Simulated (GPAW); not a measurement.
The system is TePb.

```
CELL_PARAMETERS angstrom
4.56932 0.00000 0.00000
2.28466 3.95715 0.00000
2.28466 1.31905 3.73084
ATOMIC_POSITIONS crystal
Pb 0.00000 0.00000 0.00000
Te 0.50000 0.50000 0.50000
```

Program: GPAW 26.7.0. Alike in all runs: cell as given; k mesh 6 × 6 × 6.

Q: Order these runs on this cell by their pressure, lowest first.
A. level M06-L; potentials or basis GPAW PAW data sets (gpaw-data 1.2.1), pw; spin SOC, no magnetisation; cutoff (eV) 600; smearing fermi-dirac 0.05 eV; band path GXWKGLUWLK,UX; band points 60; spin axis theta (degrees) 0; spin axis phi (degrees) 0
B. level r2SCAN; potentials or basis GPAW PAW data sets (gpaw-data 1.2.1), pw; spin SOC, no magnetisation; cutoff (eV) 600; smearing fermi-dirac 0.05 eV; band path GXWKGLUWLK,UX; band points 100; spin axis theta (degrees) 0; spin axis phi (degrees) 0
C. level WC; potentials or basis PAW data sets generated in the run's folder for this functional, pw; spin SOC, no magnetisation; cutoff (eV) 600; smearing fermi-dirac 0.05 eV; band path GXWKGLUWLK,UX; band points 60; spin axis theta (degrees) 0; spin axis phi (degrees) 0
D. level LDA; potentials or basis the program's PAW data sets (release 1.2.1) made for this functional, pw; spin off; cutoff (eV) 500; smearing fermi-dirac 0.01 eV

A: D (-2.1 GPa), C (-0.6 GPa), B (1.3 GPa), A (4.6 GPa).

Caveats: spin-orbit coupling was added after a scalar SCF, so levels and gaps hold it while energy, forces, pressure and moments don't (some runs); the PAW data sets were made with another functional, which shifts forces and pressure a little (some runs); the cutoff is short for stress and forces, so pressures can be off by a GPa or more (some runs).

Not every run made on this cell is shown here.
